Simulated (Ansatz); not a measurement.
**Pd in Ansatz: the effect of functional**

Crystal: Pd.

```xyz
2
Lattice="2.7837 0.0000 0.0000 -1.3918 2.4107 0.0000 0.0000 0.0000 4.6289" Properties=species:S:1:pos:R:3 pbc="T T T"
Pd    0.0000    1.6071    1.1572
Pd    1.3918    0.8036    3.4717
```

This isn't the form of Pd at room conditions, which is fcc.

Alike in all runs:

* Program: Ansatz 0.2.0
* Task: band structure
* Potentials or basis: Ansatz PAW
* k mesh: 6 × 6 × 4
* Occupations: fermi-dirac, width 0.05 eV
* Spin: no spin polarisation

Problem. One run gave: pressure -16.2 GPa. Which functional did it use?
A. LDA
B. PBEsol
C. r2SCAN

Solution. A.

```csv
functional,cutoff,pressure (GPa)
LDA,420 eV (not typed: the program's choice for these potentials),-16.2
PBEsol,420 eV (not typed: the program's choice for these potentials),-10.9
r2SCAN,500 eV (not typed: the program's choice for these potentials),-6.5
```

Caveats: all runs use coarse meshes; the PAW data sets come from PBE, with cores solved anew for the run's functional, which leaves a small shift of forces and pressure.
